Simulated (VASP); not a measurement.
Input of a VASP 6.6.1 run:

File INCAR:

```
SYSTEM = Pd
PREC = Accurate
ENCUT = 600
EDIFF = 1E-7
ISMEAR = 0
SIGMA = 0.1
LREAL = .FALSE.
LASPH = .TRUE.
NELM = 60
ALGO = Normal
ISIF = 3
LWAVE = .FALSE.
LCHARG = .FALSE.
GGA = PE
IBRION = 2
NSW = 80
EDIFFG = -0.004
```

File KPOINTS:

```
Automatic mesh
0
G
  18 18 18
  0 0 0
```

POSCAR

```
Pd
1.0
    0.0000000000      1.9465000000      1.9465000000
    1.9465000000      0.0000000000      1.9465000000
    1.9465000000      1.9465000000      0.0000000000
Pd
1
Direct
    0.0000000000      0.0000000000      0.0000000000
```

Potentials or basis: VASP PAW PBE potentials, release 64 (Pd).

Command:

```bash
$ cat potpaw_PBE.64/Pd/POTCAR > POTCAR
$ mpirun -np 1 vasp_std > vasp.out
```

(1) Predict the relaxed cell.

(2) What does it give for the band gap on the k mesh?

## Answers

(1) a = 2.785 Å, b = 2.785 Å, c = 2.785 Å, α = 60.00°, β = 60.00°, γ = 60.00°.

(2) none (metal or under the smearing width).
